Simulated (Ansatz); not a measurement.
Method: Ansatz 0.2.0, DFT, revPBE, plane waves (420 eV) with PAW, scalar-relativistic. The PAW files were generated under PBE, with cores re-solved for the functional.

An element in the omega (AlB2-type) structure gives this curve. The cell is scaled uniformly from the relaxed one, with fractional coordinates and shape fixed. Energies are extrapolated to zero smearing, pressures are those at the given smearing. Magnetic state: spin not included.

```json
{"V (Å³/atom)": "17.151", "E − E₀ (meV/atom)": "85.8", "P (GPa)": "13.20"}
{"V (Å³/atom)": "17.931", "E − E₀ (meV/atom)": "35.4", "P (GPa)": "7.87"}
{"V (Å³/atom)": "18.710", "E − E₀ (meV/atom)": "8.4", "P (GPa)": "3.61"}
{"V (Å³/atom)": "19.490", "E − E₀ (meV/atom)": "0.0", "P (GPa)": "0.19"}
{"V (Å³/atom)": "20.270", "E − E₀ (meV/atom)": "6.5", "P (GPa)": "-2.56"}
{"V (Å³/atom)": "21.049", "E − E₀ (meV/atom)": "25.1", "P (GPa)": "-4.77"}
{"V (Å³/atom)": "21.829", "E − E₀ (meV/atom)": "53.2", "P (GPa)": "-6.56"}
```

Task: Which element is it?
A. niobium
B. aluminium
C. selenium
D. arsenic

Result: D. Its fit is V₀ = 19.51 Å³/atom, B₀ = 76 GPa, B₀′ = 4.5.
